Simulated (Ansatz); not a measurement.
# HfS2, space group P-3m1: a relaxation of cell and ions

Program: Ansatz's Python interface.

The cells in order, each with its output:

**Cell 1**
```python
import warnings

import ansatz as az
import numpy as np
from pymatgen.core import Structure
from scipy.ndimage import map_coordinates
```

**Cell 2**
```python
XC = "pbe"
SMEARING = "fixed"
MESH = (6, 6, 4)
FORCE_TOL = 0.02
```

**Cell 3**
```python
def edges_and_angles(cell):
    cell = np.asarray(cell)
    a, b, c = np.linalg.norm(cell, axis=1)
    cosines = cell[1] @ cell[2] / (b * c), cell[0] @ cell[2] / (a * c), cell[0] @ cell[1] / (a * b)
    return (a, b, c, *np.degrees(np.arccos(cosines)))
```

**Cell 4**
```python
warnings.simplefilter("ignore", az.DeckWarning)
```

**Cell 5**
```python
vectors = np.array([
    [3.639664, 0.0, 0.0],
    [-1.819832, 3.152042, 0.0],
    [0.0, 0.0, 6.055562],
])
structure = (
    az.Lattice.of(vectors)
    .atom("Hf", [0.0, 0.0, 0.0])
    .atom("S", [2 / 3, 1 / 3, 0.763952])
    .atom("S", [1 / 3, 2 / 3, 0.236048])
)
```

**Cell 6**
```python
structure.resolved().sites[-1]
```
Output:
```text
Site(symbol='S', position=(0.3333333333333333, 0.6666666666666666, 0.236048), moment=None, axis=None, held=None, saved=None)
```

**Cell 7**
```python
# part of the cell is held
model = (
    structure.calculation()
    .functional(XC)
    .occupations(SMEARING)
    .kpoints(*MESH, center="gamma")
    .relax(force_tolerance=FORCE_TOL, fix_cell=["c", "angles"])
    .density()
)
steps = []
```

**Cell 8**
```python
def collect(event):
    if event["event"] == "relax_step":
        steps.append(event["data"])
```

**Cell 9**
```python
result = model.session().plan().execute(on_event=collect)
rep = result.report
```

**Cell 10**
```python
type(result).__name__, type(rep).__name__
```
Output:
```text
('RunOutcome', 'dict')
```

**Cell 11**
```python
for s in steps:
    flag = "" if s["accepted"] else "  (rejected)"
    print("step %2d  E = %.5f eV  largest force component = %.4f eV/A%s" % (s["step"], s["lagrangian_ev"], s["allowed_force_max_ev_ang"], flag))

first, last = steps[0], steps[-1]
symbols = [site.symbol for site in result.lattice.sites]
print(f"energy gained {first['lagrangian_ev'] - last['lagrangian_ev']:.4f} eV in {len(steps) - 1} steps")
for label, vectors in (("before", first["cell_ang"]), ("after", result.lattice.cell_ang)):
    print(label, "a b c (A) {:.4f} {:.4f} {:.4f}  angles {:.2f} {:.2f} {:.2f}".format(*edges_and_angles(vectors)), f" V = {abs(np.linalg.det(vectors)):.3f} A^3")
print("final stress xx yy zz (GPa, compression positive):", np.round(np.diag(rep["stress_gpa"]), 3) + 0.0)
```
Output:
```text
step  1  E = -17530.17834 eV  largest force component = 0.2094 eV/A
step  2  E = -17530.18118 eV  largest force component = 0.1714 eV/A
step  3  E = -17530.18379 eV  largest force component = 0.0206 eV/A
step  4  E = -17530.18402 eV  largest force component = 0.0003 eV/A
step  5  E = -17530.18412 eV  largest force component = 0.0003 eV/A
energy gained 0.0058 eV in 4 steps
before a b c (A) 3.6397 3.6397 6.0556  angles 90.00 90.00 120.00  V = 69.472 A^3
after a b c (A) 3.6592 3.6592 6.0556  angles 90.00 90.00 120.00  V = 70.219 A^3
final stress xx yy zz (GPa, compression positive): [0.045 0.045 1.022]
```

**Cell 12**
```python
print("atom   start x y z (A)              end x y z (A)")
for symbol, a, b in zip(symbols, first["positions_ang"], last["positions_ang"]):
    print(f"{symbol:3s}", " ".join(f"{v:8.4f}" for v in a), "  ", " ".join(f"{v:8.4f}" for v in b))
```
Output:
```text
atom   start x y z (A)              end x y z (A)
Hf    0.0000   0.0000   0.0000      0.0000   0.0000  -0.0000
S     1.8198   1.0507   4.6262      1.8296   1.0563   4.6176
S     0.0000   2.1014   1.4294      0.0000   2.1126   1.4379
```

**Cell 13**
```python
print("relaxed fractional positions")
for site in result.lattice.sites:
    print(f"  {site.symbol:2s}", " ".join(f"{v % 1:8.5f}" for v in np.round(site.position_frac, 5)))
```
Output:
```text
relaxed fractional positions
  Hf  0.00000  0.00000  0.00000
  S   0.66667  0.33333  0.76254
  S   0.33333  0.66667  0.23746
```

**Cell 14**
```python
print("%-22s %14.5f eV" % ("F = E - TS", rep["free_energy_ev"]))
print("%-22s %14.5f eV" % ("E", rep["internal_energy_ev"]))
print("%-22s %14.5f eV" % ("Harris-Foulkes", rep["harris_foulkes_ev"]))
print("%-22s %14.5f eV" % ("Fermi level", rep["fermi_energy_ev"]))

final = Structure(result.lattice.cell_ang, [s.symbol for s in result.lattice.sites], [s.position_frac for s in result.lattice.sites])
# smooth valence density along the shortest bond of atom 0
rho = result.density()
total = sum(channel.density_e_per_ang3 for channel in rho.channels[:2])
grid_cell = np.asarray(rho.fft_grid_basis) @ result.lattice.cell_ang
partner = min(final.get_neighbors(final[0], 5.0), key=lambda n: n.nn_distance)
line = np.linspace(final[0].coords, partner.coords, 9)
points = (line @ np.linalg.inv(grid_cell)) * rho.dims
values = map_coordinates(total, points.T, order=3, mode="grid-wrap")
print(f"from {final[0].specie} to {partner.specie}, {partner.nn_distance:.3f} A")
for t, value in zip(np.linspace(0, partner.nn_distance, 9), values):
    print(f"{t:7.3f} A  {value:9.4f} e/A^3")
```
Output:
```text
F = E - TS               -17530.18412 eV
E                        -17530.18412 eV
Harris-Foulkes           -17530.18412 eV
Fermi level                   8.25037 eV
from Hf to S, 2.556 A
  0.000 A    35.4681 e/A^3
  0.319 A    22.8772 e/A^3
  0.639 A     6.2196 e/A^3
  0.958 A     0.9721 e/A^3
  1.278 A     0.4547 e/A^3
  1.597 A     0.7382 e/A^3
  1.917 A     1.1845 e/A^3
  2.236 A     0.7113 e/A^3
  2.556 A    -0.0282 e/A^3
```

What to keep in mind:
- Total energies depend on the potentials; only differences at equal settings carry meaning. A total without «per atom» is that of the whole cell that was run.
- The run is spin-unpolarised.
- Part of the cell is held or a pressure is applied, so the end point needn't be the zero-pressure lattice.
- Under fixed occupations the level called the Fermi level is the highest filled one on the SCF mesh; off the mesh a filled band can lie a little above it.
- The zero of the levels is a convention of the potentials, so an absolute Fermi energy is no work function.
- Energies along a relaxation are free energies. Rows at an unchanged volume are solved on a plane-wave basis chosen afresh for that cell, so the energy can jump there; the script counts such rows among its steps.
- The structure is layered, and without a dispersion term the spacing of the layers is poorly determined.
- Spin-orbit coupling, which matters for elements this heavy, is left out.
- The fields are valence quantities on the plane-wave grid; their values near the nuclei depend on the potentials.
- This cell is a computed structure, which may not be the phase found in nature.
- The script silences the warnings on its input, which a real study should read.
- Run time: 21 s on 1 thread of Arm Neoverse V1, with other jobs on the host, peak memory 0.48 GiB.
